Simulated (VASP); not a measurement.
**From an Ansatz input to VASP: AlN (zincblende)**

Ansatz input

```yaml
crystal:
  lattice:
    - [0.0, 2.2015394248, 2.2015394248]
    - [2.2015394248, 0.0, 2.2015394248]
    - [2.2015394248, 2.2015394248, 0.0]
  atoms:
    - { symbol: Al, position: [0.0, 0.0, 0.0] }
    - { symbol: "N", position: [0.25, 0.25, 0.25] }
kpoints:
  mp_grid: { grid: [10, 10, 10] }
hamiltonian:
  xc: lda
scf:
  occupations: { method: fermi_dirac, width: 0.02 }
relax:
  f_tol: 0.005
  cell: {}
```

Translate this input to VASP.



INCAR

```
ENCUT = 600
SIGMA = 0.02
LWAVE = .FALSE.
NELM = 120
ISIF = 3
NSW = 40
LCHARG = .FALSE.
LREAL = .FALSE.
ISMEAR = -1
NBANDS = 11
IBRION = 2
PREC = Accurate
LASPH = .TRUE.
EDIFFG = -5E-3
GGA = CA
EDIFF = 1E-7
```

KPOINTS

```
KPOINTS created by Atomic Simulation Environment
0
Gamma
10 10 10
0 0 0
```

POSCAR

```
Al N
 1.0000000000000000
    -0.0000000000000000    2.2015394247564495    2.2015394247564495
     2.2015394247564495   -0.0000000000000000    2.2015394247564495
     2.2015394247564495    2.2015394247564495   -0.0000000000000000
 Al  N
   1   1
Cartesian
  0.0000000000000000  0.0000000000000000  0.0000000000000000
  1.1007697123782247  1.1007697123782247  1.1007697123782247
```

VASP ran with the recommended LDA PAW datasets (8 valence electrons in the cell). Other inputs would serve too.

|  | Ansatz | VASP |
| --- | --- | --- |
| relaxed cell vector lengths | 3.070, 3.070, 3.070 Å | 3.073, 3.073, 3.073 Å |
| relaxed cell volume | 20.47 Å³ | 20.52 Å³ |

The two codes use different PAW datasets and cutoffs. VASP's cell holds 8 valence electrons and Ansatz's 8. LDA means the Perdew–Zunger form with relativistic exchange in VASP and the Perdew–Wang form in Ansatz.
